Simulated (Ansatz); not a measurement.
Geometry optimisation, DFT PBE, scalar-relativistic, plane waves, PAW in Ansatz 0.2.0.

Input file:

```yaml
crystal:
  lattice:
    - [-4.805027, -2.774184, 4.372084]
    - [4.805027, -2.774184, 4.372084]
    - [0.0, 5.548368, 4.372084]
  atoms:
    - { symbol: Al, position: [0.14790401, 0.14790401, 0.14790401] }
    - { symbol: Al, position: [0.35209603, 0.35209603, 0.35209603] }
    - { symbol: Al, position: [0.64790406, 0.64790406, 0.64790406] }
    - { symbol: Al, position: [0.85209608, 0.85209608, 0.85209608] }
    - { symbol: O, position: [0.40307281, 0.59692732, 0.75000004] }
    - { symbol: O, position: [0.4030728, 0.25000004, 0.59692727] }
    - { symbol: O, position: [0.59692729, 0.75000005, 0.40307282] }
    - { symbol: O, position: [0.75000006, 0.4030728, 0.5969273] }
    - { symbol: O, position: [0.25000003, 0.5969273, 0.40307279] }
    - { symbol: O, position: [0.59692729, 0.40307278, 0.25000005] }
    - { symbol: Al, position: [0.64790403, 0.64790403, 0.14790407] }
    - { symbol: Al, position: [0.85209605, 0.85209605, 0.35209609] }
    - { symbol: Al, position: [0.14790404, 0.14790404, 0.647904] }
    - { symbol: Al, position: [0.35209606, 0.35209606, 0.85209602] }
    - { symbol: O, position: [0.90307283, 0.09692729, 0.75000004] }
    - { symbol: "N", position: [0.59692731, 0.90307283, 0.75000007], spin: 1.0 }
    - { symbol: O, position: [0.09692728, 0.25000003, 0.40307276] }
    - { symbol: O, position: [0.25000004, 0.90307282, 0.5969273] }
    - { symbol: O, position: [0.75000005, 0.09692727, 0.40307279] }
    - { symbol: O, position: [0.09692726, 0.9030728, 0.25000005] }
    - { symbol: Al, position: [0.64790406, 0.14790404, 0.64790403] }
    - { symbol: Al, position: [0.85209608, 0.35209606, 0.85209605] }
    - { symbol: Al, position: [0.14790401, 0.64790403, 0.14790404] }
    - { symbol: Al, position: [0.35209603, 0.85209605, 0.35209606] }
    - { symbol: O, position: [0.9030728, 0.59692728, 0.25000008] }
    - { symbol: O, position: [0.90307279, 0.25000001, 0.09692732] }
    - { symbol: O, position: [0.0969273, 0.75000008, 0.90307278] }
    - { symbol: O, position: [0.25000001, 0.40307277, 0.09692729] }
    - { symbol: O, position: [0.75000008, 0.59692732, 0.90307281] }
    - { symbol: O, position: [0.0969273, 0.40307281, 0.75000001] }
    - { symbol: Al, position: [0.14790404, 0.64790406, 0.64790403] }
    - { symbol: Al, position: [0.35209606, 0.85209608, 0.85209605] }
    - { symbol: Al, position: [0.64790403, 0.14790401, 0.14790404] }
    - { symbol: Al, position: [0.85209605, 0.35209603, 0.35209606] }
    - { symbol: O, position: [0.40307278, 0.09692727, 0.25000002] }
    - { symbol: O, position: [0.40307277, 0.75000003, 0.09692732] }
    - { symbol: O, position: [0.59692733, 0.25000006, 0.90307278] }
    - { symbol: O, position: [0.75000003, 0.90307279, 0.09692735] }
    - { symbol: O, position: [0.25000006, 0.09692731, 0.90307275] }
magnetization:
  spin_polarized: true
basis:
  ecutwfc: 420.0
kpoints:
  mp_grid: { grid: [2, 2, 2] }
hamiltonian:
  xc: pbe
  pseudopotentials: { kind: paw, azcp: { folder: soft_1 } }
scf:
  occupations: { method: gaussian, width: 0.05 }
  lower_state_search: "off"
relax:
  f_tol: 0.03
  max_steps: 60
  adjacent_minimum: "off"
```

Run as:

```bash
$ ansatz run input.yaml --threads 4 --pin off --max-ram 10240MiB --backend cpu --events-out ev --progress --plain --runs-dir out
```

Task: Where does it end, and by what steps?

Result: The run converged. Limits of this set-up: coarse k mesh. After 4 steps the energy has fallen by 0.774 eV; N16 moved furthest, 0.12 Å.

```tsv
step	energy less start (eV)	largest force component (eV/Å)	accepted
0	0.0000	2.113	yes
1	-0.5650	1.164	yes
2	-0.7451	0.307	yes
3	-0.7725	0.094	yes
4	-0.7739	0.017	yes
```

```xyz
39
Lattice="-4.8050 -2.7742 4.3721 4.8050 -2.7742 4.3721 0.0000 5.5484 4.3721" Properties=species:S:1:pos:R:3
Al 0.010 0.004 1.941
Al 0.009 0.008 4.616
Al 0.066 0.064 8.459
Al 0.083 0.057 11.212
O 0.929 1.442 7.622
O -0.733 1.495 5.462
O 0.708 -1.507 7.620
O -1.641 0.084 7.690
O 1.673 -0.105 5.471
O -0.930 -1.381 5.459
Al -0.006 -2.769 6.282
Al 0.039 -2.809 8.949
Al -0.008 2.767 4.126
Al -0.027 2.795 6.791
O -3.890 1.361 7.678
N 1.365 -0.059 9.826
O 0.735 1.270 3.281
O 3.147 0.121 7.616
O -3.139 -0.142 5.484
O 3.881 -1.386 5.454
Al -2.437 1.402 6.274
Al -2.411 1.374 8.983
Al 2.410 -1.405 4.114
Al 2.403 -1.389 6.797
O -1.468 -2.767 7.675
O -3.136 -2.667 5.469
O 3.182 2.649 7.616
O 0.739 -1.271 3.278
O -0.785 1.280 9.849
O 1.473 2.766 5.462
Al 2.345 1.397 6.370
Al 2.372 1.333 9.061
Al -2.377 -1.397 4.141
Al -2.399 -1.384 6.822
O -1.471 0.003 3.277
O 1.673 -2.647 5.450
O -1.667 2.654 7.662
O 0.758 -4.013 7.676
O -0.737 4.048 5.474
```

Whether the end is a true minimum wasn't checked by a vibrational analysis.

The run took 15 s on 4 threads of AMD EPYC 9R45 96-Core Processor (Zen 5) (shared host), peak memory 1.6 GiB.
